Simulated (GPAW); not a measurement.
## ZrO2: single point with PBE

ZrO2:

```
Zr O
1.0
     0.00000    2.54507    2.54507
     2.54507    0.00000    2.54507
     2.54507    2.54507    0.00000
Zr O
1 2
Direct
  0.00000 0.00000 0.00000
  0.75000 0.75000 0.75000
  0.25000 0.25000 0.25000
```

Measurements of this composition are mostly on another form, of space group No. 14.

```
Program             : GPAW 26.7.0
Task                : single point
Functional          : PBE
Potentials or basis : GPAW PAW data sets (gpaw-data 1.2.1)
Cutoff              : 800 eV
Basis               : pw
k mesh              : 9 × 9 × 9
Occupations         : gaussian, width 0.025 eV
Spin                : no spin polarisation
Maxiter             : 150
```

The pressure is 1.7 GPa and the band gap on the k mesh is 3.41 eV, indirect (least direct gap 3.89 eV).

Levels at points of the mesh, in eV from the valence-band top:
```tsv
k point	band 9	band 10	band 11	band 12	band 13	band 14	band 15	band 16
(0.00, 0.00, 0.00)	-5.17	-0.48	-0.48	-0.48	3.41	3.41	6.64	9.41
```

Wall time 12 s on 1 thread of AMD EPYC 9R45 96-Core Processor (Zen 5), with other jobs on the host, peak memory 0.18 GiB.

Caveat: an odd mesh through Γ misses points on the zone boundary, where band edges often lie.
